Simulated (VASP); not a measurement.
CaF2:

```
Ca F
1.0
     0.00000    2.73160    2.73160
     2.73160    0.00000    2.73160
     2.73160    2.73160    0.00000
Ca F
1 2
Direct
  0.00000 0.00000 0.00000
  0.25000 0.25000 0.25000
  0.75000 0.75000 0.75000
```

- Program: VASP 6.6.1
- Task: relaxation of cell and atoms
- Functional: RPBE
- Potentials or basis: VASP PAW PBE potentials, release 64 (Ca_sv, F)
- Cutoff: 600 eV
- k mesh: 8 × 8 × 8
- Occupations: gaussian, width 0.02 eV
- Spin: no spin polarisation

At the start: pressure 6.5 GPa; volume 13.59 Å³/atom.

Task: How do energy, volume and symmetry change on relaxing?

Result: Over 3 steps the energy falls by 21.6 meV/atom and the volume is 14.74 Å³/atom (+8.5 %); space group Fm-3m (No. 225, to 0.05 Å).

The path:
```
step  energy change (eV)  largest force (eV/Å)  pressure (GPa)  volume (Å³)
   1              0.0000                0.0000            6.46        40.76
   2             -0.0646                0.0000            0.21        44.08
   3             -0.0647                0.0000           -0.01        44.23
```

Final structure:
```yaml
crystal:
  lattice:
    - [0.00000, 2.80687, 2.80687]
    - [2.80687, 0.00000, 2.80687]
    - [2.80687, 2.80687, 0.00000]
  atoms:
    - { symbol: Ca, position: [0.00000, 0.00000, 0.00000] }
    - { symbol: F, position: [0.25000, 0.25000, 0.25000] }
    - { symbol: F, position: [0.75000, 0.75000, 0.75000] }
```

Caveat: the PAW data sets were made with another functional, which shifts forces and pressure a little.
